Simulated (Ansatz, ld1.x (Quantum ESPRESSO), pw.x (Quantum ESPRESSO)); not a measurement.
# Sr (Z = 38): does the ultrasoft potential hold in the solid?

| Item | Value |
| --- | --- |
| Element | strontium |
| Generator | ld1.x (Quantum ESPRESSO) 7.5 |
| Type | ultrasoft |
| Functional | PBE |
| Relativity | scalar-relativistic |
| Frozen core | [Ar] 3d10 |
| Valence charge | 10 |
| Reference configuration | 4s2 4p6 4d0 5s2 5p0 |
| Partial waves | 4s (bound): rcut 1.75, rcutus 1.95 bohr; 5s (bound): rcut 1.75, rcutus 1.95 bohr; 4p (bound): rcut 2.30, rcutus 2.45 bohr; 5p (bound, empty): rcut 2.30, rcutus 2.45 bohr; 4d (bound, empty): rcut 2.30, rcutus 3.10 bohr; 4d channel at 0.75 Ry: rcut 2.30, rcutus 3.10 bohr |
| Local potential | all-electron potential smoothed inside 2.20 bohr (lloc = -2) |
| Core correction | none |
| Augmentation charge | PSQ, inside the norm-conserving radii |

Crystal test: fcc Sr in pw.x 7.5, no spin, 10³ k-points, Fermi–Dirac smearing 0.01 Ry, cutoffs 40/320 Ry. The reference is all-electron LAPW (Ansatz 0.2.0) with the same functional, mesh and smearing; V0 and B0 come from Birch–Murnaghan fits to the pressures at five volumes. Errors are pseudo minus all-electron; Δ is the rms difference of the E(V) curves that follow from these fits, minima aligned, over ±6 % about the mean V0. Mesh and smearing are coarse, so the numbers serve the comparison and aren't converged zero-temperature values; the lattice is a test structure that the element need not adopt.

```tsv
V (Å³/atom)	P all-electron (GPa)	P pseudo (GPa)
52.388	0.67	0.64
53.766	0.32	0.30
55.145	0.01	-0.01
56.524	-0.28	-0.29
57.902	-0.53	-0.55
```

All-electron: a0 = 6.043 Å (V0 = 55.17 Å³/atom), B0 = 11.8 GPa.

Pseudopotential: mean pressure error (GPa): -0.02; a0 (Å): 6.040; a0 error (%): -0.05; B0 error (%): -0.1; Δ (meV/atom): 0.2.

Question: At the middle volume, how do free energy and pressure move when the wave cutoff is lowered (ecutrho held at 320 Ry)?

Answer:

```tsv
cutoff (Ry)	shift of F (meV/atom)	shift of P (GPa)
18	+58.0	-0.49
24	+9.4	-0.10
32	+2.6	-0.02
```

The run at the middle volume (47 k-points, 10 iterations) took about 24 s on one core of a shared host (Neoverse-V1, 32 threads, 247 GiB, load 37).
